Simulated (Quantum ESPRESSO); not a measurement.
# TaN (P-6m2) in Quantum ESPRESSO: further runs, part 2 of 2

Quantum ESPRESSO 7.5. Earlier steps stand in the parts before.

## (4) Single point, PBEsol+U

pw.in reads:

```
&CONTROL
  calculation = 'scf'
  prefix = 'pwscf'
  outdir = './tmp'
  pseudo_dir = './pseudo'
  tprnfor = .true.
  tstress = .true.
  disk_io = 'low'
/
&SYSTEM
  ibrav = 0
  celldm(1) = 8
  nat = 2
  ntyp = 2
  ecutwfc = 56
  ecutrho = 448
  nbnd = 18
  occupations = 'smearing'
  smearing = 'fd'
  degauss = 0.00367493
/
&ELECTRONS
  conv_thr = 4d-10
  electron_maxstep = 120
  mixing_beta = 0.3
/
ATOMIC_SPECIES
Ta   180.9479 ta_pbesol_v1.uspp.F.UPF
N     14.0070 n_pbesol_v1.2.uspp.F.UPF
CELL_PARAMETERS alat
  0.6940019192688   0.0000000000000   0.0000000000000
 -0.3470009596344   0.6010232923575   0.0000000000000
  0.0000000000000   0.0000000000000   0.6810100521620
ATOMIC_POSITIONS crystal
Ta     0.0000000000    0.0000000000    0.5000000000
N      0.6666666667    0.3333333333    0.0000000000
K_POINTS automatic
10 10 9 0 0 0
HUBBARD {ortho-atomic}
U Ta-5d 2.0
```

pp_density.in reads:

```
&INPUTPP
  prefix = 'pwscf'
  outdir = './tmp'
  filplot = 'density.dat'
  plot_num = 0
/
&PLOT
  nfile = 1
  filepp(1) = 'density.dat'
  iflag = 3
  output_format = 6
  fileout = 'density.cube'
/
```

pp_potential.in reads:

```
&INPUTPP
  prefix = 'pwscf'
  outdir = './tmp'
  filplot = 'potential.dat'
  plot_num = 11
/
&PLOT
  nfile = 1
  filepp(1) = 'potential.dat'
  iflag = 3
  output_format = 6
  fileout = 'potential.cube'
/
```

Potentials or basis: GBRV 1.5 PBEsol.

Started as:

```
$ OMP_NUM_THREADS=1 mpirun -n 2 pw.x -nk 2 -in pw.in > pw.out
$ OMP_NUM_THREADS=1 mpirun -n 1 pp.x -in pp_density.in > pp_density.out
$ OMP_NUM_THREADS=1 mpirun -n 1 pp.x -in pp_potential.in > pp_potential.out
```

pw.out:

```text
This program is part of the open-source Quantum ESPRESSO suite
     for quantum simulation of materials; please cite
[... 6 lines left out ...]
     using ibrav=0 with symmetry is DISCOURAGED, use correct ibrav instead

     K-points division:     npool     =       2
     Subspace diagonalization in iterative solution of the eigenvalue problem:
     a serial algorithm will be used

     G-vector sticks info
     --------------------
     sticks:   dense  smooth     PW     G-vecs:    dense   smooth      PW
     Sum         955     475    151                23323     8299    1461

     Using Slab Decomposition

     bravais-lattice index     =            0
     lattice parameter (alat)  =       8.0000  a.u.
     unit-cell volume          =     145.4372 (a.u.)^3
     number of atoms/cell      =            2
     number of atomic types    =            2
     number of electrons       =        18.00
     number of Kohn-Sham states=           18
     kinetic-energy cutoff     =      56.0000  Ry
     charge density cutoff     =     448.0000  Ry
     scf convergence threshold =      4.0E-10
     mixing beta               =       0.3000
     number of iterations used =            8  plain     mixing
     Exchange-correlation= SLA  PW   PSX  PSC
                           (   1   4  10   8   0   0   0)
     Hubbard projectors: ortho-atomic
     Hubbard parameters of DFT+U (Dudarev formulation) in eV:
     U(Ta-5d) =  2.0000

     Internal variables: lda_plus_u =T, lda_plus_u_kind = 0

     Internal variables: orbital_resolved =F, hub_pot_fix =F, apply_U = F

     celldm(1)=   8.000000  celldm(2)=   0.000000  celldm(3)=   0.000000
     celldm(4)=   0.000000  celldm(5)=   0.000000  celldm(6)=   0.000000

     crystal axes: (cart. coord. in units of alat)
               a(1) = (   0.694002   0.000000   0.000000 )
               a(2) = (  -0.347001   0.601023   0.000000 )
               a(3) = (   0.000000   0.000000   0.681010 )

     reciprocal axes: (cart. coord. in units 2 pi/alat)
               b(1) = (  1.440918  0.831915 -0.000000 )
               b(2) = (  0.000000  1.663829  0.000000 )
               b(3) = (  0.000000 -0.000000  1.468407 )

     PseudoPot. # 1 for Ta read from file:
     ta_pbesol_v1.uspp.F.UPF
     Pseudo is Ultrasoft + core correction, Zval = 13.0
     Generated by new atomic code, or converted to UPF format
     Using radial grid of  921 points,  7 beta functions with:
                l(1) =   0
                l(2) =   0
                l(3) =   1
                l(4) =   1
                l(5) =   2
                l(6) =   2
[... 117 lines left out ...]
       0.300  0.300  0.300  0.300  0.300
     eigenvectors (columns):
       1.000  0.000  0.000  0.000  0.000
       0.000  1.000  0.000  0.000  0.000
       0.000  0.000  1.000  0.000  0.000
       0.000  0.000  0.000  1.000  0.000
       0.000  0.000  0.000  0.000  1.000
     occupation matrix ns (before diag.):
       0.300  0.000  0.000  0.000  0.000
       0.000  0.300  0.000  0.000  0.000
       0.000  0.000  0.300  0.000  0.000
       0.000  0.000  0.000  0.300  0.000
       0.000  0.000  0.000  0.000  0.300

     Number of occupied Hubbard levels =    3.0000

     Atomic wfc used for Hubbard projectors are orthogonalized

     Starting wfcs are   17 randomized atomic wfcs +    1 random wfcs

     Self-consistent Calculation

     iteration #  1     ecut=    56.00 Ry     beta= 0.30
     Davidson diagonalization with overlap
     ethr =  1.00E-02,  avg # of iterations =  3.7

     =================== HUBBARD OCCUPATIONS ===================
     ------------------------ ATOM    1 ------------------------
     Tr[ns(  1)] =   3.09197
     eigenvalues:
       0.209  0.209  0.361  0.361  0.406
     eigenvectors (columns):
      -0.000 -0.000 -0.000 -0.000  1.000
       0.956  0.292 -0.000  0.000  0.000
      -0.292  0.956  0.000  0.000  0.000
       0.000 -0.000  0.794 -0.608  0.000
       0.000 -0.000  0.608  0.794  0.000
     occupation matrix ns (before diag.):
[... 76 lines left out ...]
     iteration #  9     ecut=    56.00 Ry     beta= 0.30
     Davidson diagonalization with overlap
     ethr =  2.96E-11,  avg # of iterations =  1.2

     negative rho (up, down):  9.991E-02 0.000E+00

     End of self-consistent calculation

     =================== HUBBARD OCCUPATIONS ===================
     ------------------------ ATOM    1 ------------------------
     Tr[ns(  1)] =   3.61362
     eigenvalues:
       0.272  0.272  0.399  0.399  0.464
     eigenvectors (columns):
      -0.000 -0.000 -0.000 -0.000  1.000
       0.956  0.292 -0.000  0.000  0.000
      -0.292  0.956  0.000  0.000  0.000
       0.000 -0.000  0.805 -0.594  0.000
       0.000 -0.000  0.594  0.805  0.000
     occupation matrix ns (before diag.):
       0.464  0.000  0.000  0.000  0.000
       0.000  0.272  0.000 -0.000 -0.000
       0.000  0.000  0.272  0.000  0.000
       0.000 -0.000  0.000  0.399 -0.000
[... 420 lines left out ...]
   -48.3418 -15.3926 -15.1945 -15.0012   4.6813  12.2515  13.5894  16.0963
    19.6961  24.7857  25.0674  26.7356  27.6524  29.3919  31.7064  32.9319
    33.9983  37.6253

     the Fermi energy is    20.2881 ev

!    total energy              =    -161.87656629 Ry
     estimated scf accuracy    <          3.2E-10 Ry
     smearing contrib. (-TS)   =      -0.00002062 Ry
     internal energy E=F+TS    =    -161.87654568 Ry

     The total energy is F=E-TS. E is the sum of the following terms:
     one-electron contribution =      -6.54097079 Ry
     hartree contribution      =      15.01903728 Ry
     xc contribution           =     -47.48150014 Ry
     ewald contribution        =    -123.03843015 Ry
     Hubbard energy            =       0.16531813 Ry

     convergence has been achieved in   9 iterations

     negative rho (up, down):  9.991E-02 0.000E+00

     Forces acting on atoms (cartesian axes, Ry/au):

     atom    1 type  1   force =     0.00000000    0.00000000    0.00000000
     atom    2 type  2   force =     0.00000000    0.00000000    0.00000000

     Total force =     0.000000     Total SCF correction =     0.000000

     Computing stress (Cartesian axis) and pressure

     negative rho (up, down):  9.991E-02 0.000E+00
          total   stress  (Ry/bohr**3)                   (kbar)     P=      -29.16
  -0.00017867  -0.00000000  -0.00000000          -26.28       -0.00       -0.00
   0.00000000  -0.00017867   0.00000000            0.00      -26.28        0.00
   0.00000000   0.00000000  -0.00023728            0.00        0.00      -34.91

=------------------------------------------------------------------------------=
   JOB DONE.
=------------------------------------------------------------------------------=
```

pp_density.out:

```text
This program is part of the open-source Quantum ESPRESSO suite
     for quantum simulation of materials; please cite
         "P. Giannozzi et al., J. Phys.:Condens. Matter 21 395502 (2009);
         "P. Giannozzi et al., J. Phys.:Condens. Matter 29 465901 (2017);
         "P. Giannozzi et al., J. Chem. Phys. 152 154105 (2020);
     in publications or presentations arising from this work. More details at

     IMPORTANT: XC functional enforced from input :
     Exchange-correlation= PBESOL
                           (   1   4  10   8   0   0   0)
     Any further DFT definition will be discarded
     Please, verify this is what you really want

     G-vector sticks info
     --------------------
     sticks:   dense  smooth     PW     G-vecs:    dense   smooth      PW
     Sum         955     475    151                23323     8299    1461

     Using Slab Decomposition

     negative rho (up, down):  9.991E-02 0.000E+00

     Calling punch_plot, plot_num =   0
     Writing data to file  density.dat
     Reading data from file  density.dat

     Writing data to be plotted to file density.cube
     Plot Type: 3D                     Output format: Gaussian cube

=------------------------------------------------------------------------------=
   JOB DONE.
=------------------------------------------------------------------------------=
```

pp_potential.out:

```text
This program is part of the open-source Quantum ESPRESSO suite
     for quantum simulation of materials; please cite
         "P. Giannozzi et al., J. Phys.:Condens. Matter 21 395502 (2009);
         "P. Giannozzi et al., J. Phys.:Condens. Matter 29 465901 (2017);
         "P. Giannozzi et al., J. Chem. Phys. 152 154105 (2020);
     in publications or presentations arising from this work. More details at

     IMPORTANT: XC functional enforced from input :
     Exchange-correlation= PBESOL
                           (   1   4  10   8   0   0   0)
     Any further DFT definition will be discarded
     Please, verify this is what you really want

     G-vector sticks info
     --------------------
     sticks:   dense  smooth     PW     G-vecs:    dense   smooth      PW
     Sum         955     475    151                23323     8299    1461

     Using Slab Decomposition

     negative rho (up, down):  9.991E-02 0.000E+00

     Calling punch_plot, plot_num =  11
     Writing data to file  potential.dat
     Reading data from file  potential.dat

     Writing data to be plotted to file potential.cube
     Plot Type: 3D                     Output format: Gaussian cube

=------------------------------------------------------------------------------=
   JOB DONE.
=------------------------------------------------------------------------------=
```

Run time: 12 s. Hardware: 2 MPI ranks of Intel Xeon 6975P-C (Granite Rapids), shared host; peak memory 0.28 GiB.

Results:

```yaml
Free_energy: -2202.4429 eV
Pressure: -2.9 GPa
Band_gap_on_the_k_mesh: none (metal or under the smearing width)
```

Eigenvalues of the final occupation matrices:
```
   site  spin  trace               eigenvalues
Ta 1 5d  each   1.81  0.27 0.27 0.40 0.40 0.46
```

Caveat: U without spin polarisation on a metal has little footing. Spin-orbit coupling is left out, which matters for the levels of Ta.

## (5) The runs side by side

| level | U | mixing beta | gap on the mesh (eV) | pressure (GPa) |
| --- | --- | --- | --- | --- |
| PBEsol | - | 0.5 | none | -4.7 |
| PBEsol+U | Ta d U = 1 eV | 0.3 | none | -3.9 |
| PBEsol+U | Ta d U = 2 eV | 0.3 | none | -2.9 |

Alike in all rows: task single point; potentials or basis GBRV 1.5 PBEsol; no spin polarisation; cell as given; k mesh 10 × 10 × 9; cutoff (eV) 762; smearing fermi-dirac 0.05 eV.

Every run on the cell as given and a fine mesh finds a metal. The pressure there spans -4.7 GPa (PBEsol) to -2.9 GPa (PBEsol+U); a positive pressure means that this level wants a larger cell, a negative one a smaller.

Caveats: U without spin polarisation on a metal has little footing (some runs).

Absolute energies hang on the potentials; compare differences alone.
